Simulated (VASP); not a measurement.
# EuO (Fm-3m) in VASP: further runs

EuO is run at these levels: PBE+U; tasks: single point, density of states.

All numbers are computed with VASP 6.6.1; they aren't measurements. Logs are shortened: lines on timing, memory, paths and dates and some standing lists are left out, and cuts for length are marked.

**Experimental background.**

From a printed reference work, monograph, for a bulk crystal of EuO at 300 K: band gap 1.115 eV (optical).

The results are compared with them further down.

## Step 1: The cell of the first run

Symmetry: Fm-3m, No. 225, cubic system. Conventional cell: a = 5.144 Å, b = 5.144 Å, c = 5.144 Å, α = 90.00°, β = 90.00°, γ = 90.00°. Within 3.4 Å of Eu (site symmetry m-3m) lie 6 O at 2.57 Å. O (site symmetry m-3m) has 6 Eu at 2.57 Å within 3.4 Å.

## Step 2: Single point, PBE+U, collinear spin, ferromagnetic start

Contents of INCAR:

```
PREC = Accurate
ENCUT = 600
EDIFF = 1E-6
ISMEAR = 0
SIGMA = 0.05
LREAL = False
LASPH = True
NELM = 200
ALGO = Normal
ISIF = 2
LWAVE = False
LCHARG = False
ISPIN = 2
MAGMOM = 7 0
LORBIT = 11
LMAXMIX = 6
LDAU = True
LDAUTYPE = 2
LDAUL = 3 -1
LDAUU = 6 0
LDAUJ = 0 0
LDAUPRINT = 1
GGA = PE
NBANDS = 22
GGA_COMPAT = False
```

Contents of KPOINTS:

```
Automatic mesh
0
Gamma
  10 10 10
```

Contents of POSCAR:

```
EuO
1.0
    0.0000000000      2.5719500000      2.5719500000
    2.5719500000      0.0000000000      2.5719500000
    2.5719500000      2.5719500000      0.0000000000
Eu O
1 1
Direct
    0.0000000000      0.0000000000      0.0000000000
    0.5000000000      0.5000000000      0.5000000000
```

Potentials or basis: VASP PAW PBE potentials, release 64 (Eu, O).

The run is started by

```console
cat potpaw_PBE.64/Eu/POTCAR potpaw_PBE.64/O/POTCAR > POTCAR
mpirun -np 1 vasp_std > vasp.out
```

OUTCAR:

```text
PREC = Accurate
   ENCUT = 600
   EDIFF = 1E-6
   ISMEAR = 0
   LREAL = False
   LASPH = True
   NELM = 200
   ISIF = 2
   ISPIN = 2
   LORBIT = 11
   GGA = PE

 ion  position               nearest neighbor table
   1  0.000  0.000  0.000-   2 2.57   2 2.57   2 2.57   2 2.57   2 2.57   2 2.57
   2  0.500  0.500  0.500-   1 2.57   1 2.57   1 2.57   1 2.57   1 2.57   1 2.57

  LATTYP: Found a face centered cubic cell.
 ALAT       =     5.1439000000

  Lattice vectors:

 A1 = (   0.0000000000,   2.5719500000,   2.5719500000)
 A2 = (   2.5719500000,   0.0000000000,   2.5719500000)
 A3 = (   2.5719500000,   2.5719500000,   0.0000000000)

Analysis of symmetry for initial positions (statically):
=====================================================================
 Subroutine PRICEL returns:
 Original cell was already a primitive cell.

 Routine SETGRP: Setting up the symmetry group for a
 face centered cubic supercell.

 Subroutine GETGRP returns: Found 48 space group operations
 (whereof 48 operations were pure point group operations)
 out of a pool of 48 trial point group operations.

The static configuration has the point symmetry O_h .

Analysis of symmetry for dynamics (positions and initial velocities):
=====================================================================
 Subroutine PRICEL returns:
 Original cell was already a primitive cell.

 Routine SETGRP: Setting up the symmetry group for a
 face centered cubic supercell.

 Subroutine GETGRP returns: Found 48 space group operations
 (whereof 48 operations were pure point group operations)
 out of a pool of 48 trial point group operations.

The dynamic configuration has the point symmetry O_h .

Analysis of structural, dynamic, and magnetic symmetry:
=====================================================================
 Subroutine PRICEL returns:
 Original cell was already a primitive cell.

 Routine SETGRP: Setting up the symmetry group for a
 face centered cubic supercell.

 Subroutine GETGRP returns: Found 48 space group operations
 (whereof 48 operations were pure point group operations)
 out of a pool of 48 trial point group operations.

The overall configuration has the point symmetry O_h .

 Subroutine INISYM returns: Found 48 space group operations
 (whereof 48 operations are pure point group operations),
 and found     1 'primitive' translations

----------------------------------------------------------------------------------------

                                     Primitive cell

  volume of cell :      34.0265

  direct lattice vectors                    reciprocal lattice vectors
     0.000000000  2.571950000  2.571950000    -0.194405023  0.194405023  0.194405023
     2.571950000  0.000000000  2.571950000     0.194405023 -0.194405023  0.194405023
     2.571950000  2.571950000  0.000000000     0.194405023  0.194405023 -0.194405023

  length of vectors
     3.637286572  3.637286572  3.637286572     0.336719378  0.336719378  0.336719378

  position of ions in fractional coordinates (direct lattice)
     0.000000000  0.000000000  0.000000000
     0.500000000  0.500000000  0.500000000

  ion indices of the primitive-cell ions
   primitive index   ion index
                 1           1
                 2           2

----------------------------------------------------------------------------------------

 KPOINTS: Automatic mesh

Automatic generation of k-mesh.
 Grid dimensions read from file:
 generate k-points for:   10   10   10

 Generating k-lattice:

  Cartesian coordinates                     Fractional coordinates (reciprocal lattice)
    -0.019440502  0.019440502  0.019440502     0.100000000  0.000000000  0.000000000
     0.019440502 -0.019440502  0.019440502     0.000000000  0.100000000  0.000000000
     0.019440502  0.019440502 -0.019440502     0.000000000  0.000000000  0.100000000
[... 63 lines left out ...]
   ISIF   =      2    stress and relaxation
   ISYM   =      2    0-nonsym 1-usesym 2-fastsym
   POTIM  = 0.5000    time-step for ionic-motion
   TEBEG  =    0.0;   TEEND  =   0.0 temperature during run
   PSTRESS=    0.0 pullay stress
   NELECT =      23.0000    total number of electrons
   NUPDOWN=      -1.0000    fix difference up-down
   EMIN   =  10.00;   EMAX   =-10.00  energy-range for DOS
   EFERMI =   0.00;   METHOD = LEGACY
   ISMEAR =     0;   SIGMA  =   0.05  broadening in eV -4-tet -1-fermi 0-gaus
   EFERMI_NEDOS =   21; number of points for ismear=-14 and -15
   IALGO  =     38    algorithm
   IMIX   =      4    mixing-type and parameters
     AMIX     =   0.40;   BMIX     =  1.00
     AMIX_MAG =   1.60;   BMIX_MAG =  1.00
  volume/ion in A,a.u.               =      17.01       114.81
  Fermi-wavevector in a.u.,A,eV,Ry     =   1.436740  2.715045 28.085452  2.064223
  Thomas-Fermi vector in A             =   2.555895
   LORBIT       =     11    0 simple, 1 ext, 2 COOP (PROOUT), +10 PAW based schemes
 LDA+U is selected, type is set to LDAUTYPE =  2
   angular momentum for each species LDAUL =     3   -1
   U (eV)           for each species LDAUU =   6.0  0.0
   J (eV)           for each species LDAUJ =   0.0  0.0
   GGA     = PE    functional components
   LHFCALC =     F    Hartree Fock is set to
   AEXX    =    0.0000 exact exchange contribution
   IVDW    =     0    specifies the selected vdW correction
   LEPSILON=     F    determine dielectric tensor
   LRPA    =     F    only Hartree local field effects (RPA)
 spin polarized calculation
 Gauss-broadening in eV      SIGMA  =   0.05
  energy-cutoff  :      600.00
  volume of cell :       34.03
 maximum number of plane-waves:      1158
 NGX is ok and might be reduce to    30
   NGX = 15   NGY = 15   NGZ = 15

atom =   1  type =  1  l = 3

 onsite density matrix

spin component  1

  0.9737 -0.0000 -0.0011 -0.0000  0.0000 -0.0000 -0.0000
 -0.0000  0.9630 -0.0000 -0.0000  0.0000 -0.0000 -0.0000
 -0.0011 -0.0000  0.9743  0.0000 -0.0000 -0.0000  0.0000
 -0.0000 -0.0000  0.0000  0.9729 -0.0000  0.0000  0.0000
  0.0000  0.0000 -0.0000 -0.0000  0.9743 -0.0000  0.0011
 -0.0000 -0.0000 -0.0000  0.0000 -0.0000  0.9751 -0.0000
 -0.0000 -0.0000  0.0000  0.0000  0.0011 -0.0000  0.9737

spin component  2

  0.0033 -0.0000  0.0016 -0.0000 -0.0000 -0.0000  0.0000
 -0.0000  0.0000 -0.0000  0.0000 -0.0000  0.0000  0.0000
  0.0016 -0.0000  0.0025 -0.0000 -0.0000  0.0000 -0.0000
 -0.0000  0.0000 -0.0000  0.0045  0.0000  0.0000 -0.0000
 -0.0000 -0.0000 -0.0000  0.0000  0.0025  0.0000 -0.0016
 -0.0000  0.0000  0.0000  0.0000  0.0000  0.0013  0.0000
  0.0000  0.0000 -0.0000 -0.0000 -0.0016  0.0000  0.0033

 occupancies and eigenvectors

  o =  0.0000  v =  0.0000  0.0000  0.0000  0.0000  0.0000  0.0000  0.0000 -0.0000  1.0000  0.0000 -0.0000 -0.0000 -0.0000 -0.0000      0.0000  0.0000  0.0000  0.0000  0.0000  0.0000  0.0000  0.0000  0.0000  0.0000  0.0000  0.0000  0.0000  0.0000
  o =  0.0013  v =  0.0000  0.0000  0.0000  0.0000  0.0000  0.0000  0.0000 -0.0068 -0.0000  0.0087  0.0000  0.0019 -0.9999  0.0015      0.0000  0.0000  0.0000  0.0000  0.0000  0.0000  0.0000  0.0000  0.0000  0.0000  0.0000  0.0000  0.0000  0.0000
  o =  0.0013  v =  0.0000  0.0000  0.0000  0.0000  0.0000  0.0000  0.0000  0.6123  0.0000 -0.7905  0.0000 -0.0034 -0.0111 -0.0026      0.0000  0.0000  0.0000  0.0000  0.0000  0.0000  0.0000  0.0000  0.0000  0.0000  0.0000  0.0000  0.0000  0.0000
  o =  0.0013  v =  0.0000  0.0000  0.0000  0.0000  0.0000  0.0000  0.0000  0.0026  0.0000 -0.0034 -0.0000  0.7906  0.0023  0.6124      0.0000  0.0000  0.0000  0.0000  0.0000  0.0000  0.0000  0.0000  0.0000  0.0000  0.0000  0.0000  0.0000  0.0000
  o =  0.0045  v =  0.0000  0.0000  0.0000  0.0000  0.0000  0.0000  0.0000 -0.7905  0.0000 -0.6124 -0.0066 -0.0025 -0.0000  0.0033      0.0000  0.0000  0.0000  0.0000  0.0000  0.0000  0.0000  0.0000  0.0000  0.0000  0.0000  0.0000  0.0000  0.0000
  o =  0.0045  v =  0.0000  0.0000  0.0000  0.0000  0.0000  0.0000  0.0000 -0.0052  0.0000 -0.0040  1.0000 -0.0011  0.0000  0.0014      0.0000  0.0000  0.0000  0.0000  0.0000  0.0000  0.0000  0.0000  0.0000  0.0000  0.0000  0.0000  0.0000  0.0000
  o =  0.0045  v =  0.0000  0.0000  0.0000  0.0000  0.0000  0.0000  0.0000 -0.0033 -0.0000 -0.0025  0.0018  0.6124  0.0000 -0.7906      0.0000  0.0000  0.0000  0.0000  0.0000  0.0000  0.0000  0.0000  0.0000  0.0000  0.0000  0.0000  0.0000  0.0000
  o =  0.9630  v = -0.0000  1.0000 -0.0000  0.0000  0.0000  0.0000 -0.0000  0.0000  0.0000  0.0000  0.0000  0.0000  0.0000  0.0000      0.0000  0.0000  0.0000  0.0000  0.0000  0.0000  0.0000  0.0000  0.0000  0.0000  0.0000  0.0000  0.0000  0.0000
  o =  0.9729  v = -0.0115 -0.0000 -0.0089 -0.0267  0.6121  0.0000 -0.7902  0.0000  0.0000  0.0000  0.0000  0.0000  0.0000  0.0000      0.0000  0.0000  0.0000  0.0000  0.0000  0.0000  0.0000  0.0000  0.0000  0.0000  0.0000  0.0000  0.0000  0.0000
  o =  0.9729  v =  0.0024 -0.0000  0.0019  0.9996  0.0164  0.0000 -0.0211  0.0000  0.0000  0.0000  0.0000  0.0000  0.0000  0.0000      0.0000  0.0000  0.0000  0.0000  0.0000  0.0000  0.0000  0.0000  0.0000  0.0000  0.0000  0.0000  0.0000  0.0000
  o =  0.9729  v =  0.7905  0.0000  0.6123 -0.0034  0.0089  0.0000 -0.0115  0.0000  0.0000  0.0000  0.0000  0.0000  0.0000  0.0000      0.0000  0.0000  0.0000  0.0000  0.0000  0.0000  0.0000  0.0000  0.0000  0.0000  0.0000  0.0000  0.0000  0.0000
  o =  0.9751  v = -0.0010 -0.0000  0.0013 -0.0000 -0.7905 -0.0097 -0.6123  0.0000  0.0000  0.0000  0.0000  0.0000  0.0000  0.0000      0.0000  0.0000  0.0000  0.0000  0.0000  0.0000  0.0000  0.0000  0.0000  0.0000  0.0000  0.0000  0.0000  0.0000
  o =  0.9751  v =  0.6123 -0.0000 -0.7905 -0.0000 -0.0013  0.0097 -0.0010  0.0000  0.0000  0.0000  0.0000  0.0000  0.0000  0.0000      0.0000  0.0000  0.0000  0.0000  0.0000  0.0000  0.0000  0.0000  0.0000  0.0000  0.0000  0.0000  0.0000  0.0000
  o =  0.9751  v = -0.0059  0.0000  0.0076 -0.0000 -0.0077  0.9999 -0.0059  0.0000  0.0000  0.0000  0.0000  0.0000  0.0000  0.0000      0.0000  0.0000  0.0000  0.0000  0.0000  0.0000  0.0000  0.0000  0.0000  0.0000  0.0000  0.0000  0.0000  0.0000

 number of electron      23.0000000 magnetization       7.0000004

 Free energy of the ion-electron system (eV)
  ---------------------------------------------------
  ext. energy  EPLUGINS =         0.00000000
  ---------------------------------------------------
  free energy    TOTEN  =       -21.13318586 eV

  energy without entropy =      -21.13305503  energy(sigma->0) =      -21.13312044

 E-fermi :   3.6563     XC(G=0): -10.7571

 val. band max:        3.6312197099   @ k =   0.5000   0.5000   0.0000
 cond. band min:       3.6581702047   @ k =   0.0000   0.0000   0.0000
 fundamental gap:      0.0269504948
 Fermi energy:         3.6563497231

 spin component 1

 k-point     1 :       0.0000    0.0000    0.0000
  band No.  band energies     occupation
      1     -36.0203      1.00000
      2     -14.5913      1.00000
      3     -14.5913      1.00000
      4     -14.5913      1.00000
      5     -13.9723      1.00000
      6       0.6534      1.00000
[... 1193 lines left out ...]
     21      14.2076      0.00000
     22      17.8477      0.00000

 [... further k-points ...]

------------------------ aborting loop because EDIFF is reached ----------------------------------------

  FORCE on cell =-STRESS in cart. coord.  units (eV):
  Direction    XX          YY          ZZ          XY          YZ          ZX
  --------------------------------------------------------------------------------------
  -------------------------------------------------------------------------------------
  Total        0.2637165      0.2637165      0.2637165     -0.0000000     -0.0000000      0.0000000
  in kB       12.4173921     12.4173921     12.4173921     -0.0000000     -0.0000000      0.0000000
  external PRESSURE =      12.4173921 kB  Pullay stress =       0.0000000 kB

 VOLUME and BASIS-vectors are now :
 -----------------------------------------------------------------------------
  energy-cutoff  :      600.00
  volume of cell :       34.03
      direct lattice vectors                 reciprocal lattice vectors
     0.000000000  2.571950000  2.571950000    -0.194405023  0.194405023  0.194405023
     2.571950000  0.000000000  2.571950000     0.194405023 -0.194405023  0.194405023
     2.571950000  2.571950000  0.000000000     0.194405023  0.194405023 -0.194405023

 POSITION                                       TOTAL-FORCE (eV/Angst)
 -----------------------------------------------------------------------------------
      0.00000      0.00000      0.00000        -0.000000      0.000000     -0.000000
      2.57195      2.57195      2.57195         0.000000     -0.000000      0.000000
 -----------------------------------------------------------------------------------
    total drift:                                0.000000      0.000000      0.000000

  FREE ENERGIE OF THE ION-ELECTRON SYSTEM (eV)
  ---------------------------------------------------
  free  energy   TOTEN  =       -21.1331858554 eV

  energy  without entropy=      -21.1330550266  energy(sigma->0) =      -21.13312044

 total charge

# of ion       s       p       d       f       tot
--------------------------------------------------
    1        2.033   5.802   0.303   6.816  14.954
    2        1.551   3.408   0.000   0.000   4.959
--------------------------------------------------
tot          3.584   9.210   0.303   6.816  19.913

 magnetization (x)

# of ion       s       p       d       f       tot
--------------------------------------------------
    1       -0.014  -0.113   0.071   6.782   6.726
    2       -0.005  -0.089   0.000   0.000  -0.094
--------------------------------------------------
tot         -0.019  -0.202   0.071   6.782   6.632
```

Wall time 2.1 min (1 thread of AMD EPYC 7R13 (Zen 3), shared host); peak memory 0.22 GiB.

Results:

| Quantity | Value |
| --- | --- |
| Free energy | -21.1332 eV |
| Pressure | 1.2 GPa |
| Band gap on the k mesh | zero (filled and empty bands overlap) |
| Net moment | 7.00 μB per cell |
| Site moments | Eu +6.73; O -0.09 μB |
| Valence electrons inside the program's atomic spheres | Eu 14.95; O 4.96 |

Eigenvalues of the final occupation matrices:
```
    site  spin  trace                         eigenvalues
site 1 f     1   6.81  0.96 0.97 0.97 0.97 0.98 0.98 0.98
site 1 f     2   0.02  0.00 0.00 0.00 0.00 0.00 0.00 0.00
```

Caveat: spin-orbit coupling is left out, which moves the levels of the heavy elements; a cell with one magnetic atom can't hold antiferromagnetic order, which such compounds often take.

(Continued in part 2 of 2.)
